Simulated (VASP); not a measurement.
A run of VASP 6.6.1 is set up as follows.

POSCAR

```
HfS2
1.0
    3.6386478409      0.0000000000      0.0000000000
   -1.8193239205      3.1511614656      0.0000000000
    0.0000000000      0.0000000000      6.1170141096
  Hf              S
     1     2
Direct
     0.0000000000000000    0.0000000000000000    0.0000000000000000
     0.6666666699999979    0.3333333300000021    0.7662826256411464
     0.3333333300000021    0.6666666699999979    0.2337173743588536
```

Contents of INCAR.step1:

```
SYSTEM = HfS2
ALGO = Normal ; EDIFF = 1E-8
EDIFFG = -0.002 ; ENCUT = 600
IBRION = 2 ; ISIF = 3
ISMEAR = 0 ; KPAR = 2
LASPH = .TRUE. ; LCHARG = .FALSE.
LMIXTAU = .TRUE. ; LREAL = .FALSE.
LWAVE = .FALSE. ; METAGGA = R2SCAN
NELM = 80 ; NSW = 40
PREC = Accurate ; SIGMA = 0.03
```

File INCAR.step2:

```
SYSTEM = HfS2
ALGO = Normal ; EDIFF = 1E-8
ENCUT = 600 ; IBRION = 6
ISIF = 2 ; ISMEAR = 0
KPAR = 2 ; LASPH = .TRUE.
LCHARG = .FALSE. ; LMIXTAU = .TRUE.
LREAL = .FALSE. ; LWAVE = .FALSE.
METAGGA = R2SCAN ; NELM = 80
NFREE = 2 ; NSW = 1
POTIM = 0.015 ; PREC = Accurate
SIGMA = 0.03
```

Contents of KPOINTS:

```
k-points
0
G
  9 9 5
  0 0 0
```

Potentials or basis: VASP PAW PBE potentials, release 64 (Hf_pv, S).

Launch:

```bash
$ cat potpaw_PBE.64/Hf_pv/POTCAR potpaw_PBE.64/S/POTCAR > POTCAR
$ cp INCAR.step1 INCAR
$ mpirun -np 2 vasp_std > vasp.out
$ cp CONTCAR POSCAR
$ cp INCAR.step2 INCAR
$ mpirun -np 2 vasp_std > vasp.out
```

**Question.** Predict the highest phonon frequency at Γ, LO-TO splitting left out.

**Answer.** 331 cm⁻¹.

**Question.** What does it give for the relaxed volume?

**Answer.** 23.40 Å³/atom.

Phonon frequencies in cm⁻¹ (negative: imaginary):
| q point | frequencies |
| --- | --- |
| (0.000, 0.000, 0.000) | 0 0 0 155 155 263 263 311 331 |

Caveat: the PAW data sets were made with another functional, which shifts forces and pressure a little. The run has no spin-orbit coupling, so splittings on Hf are missing.
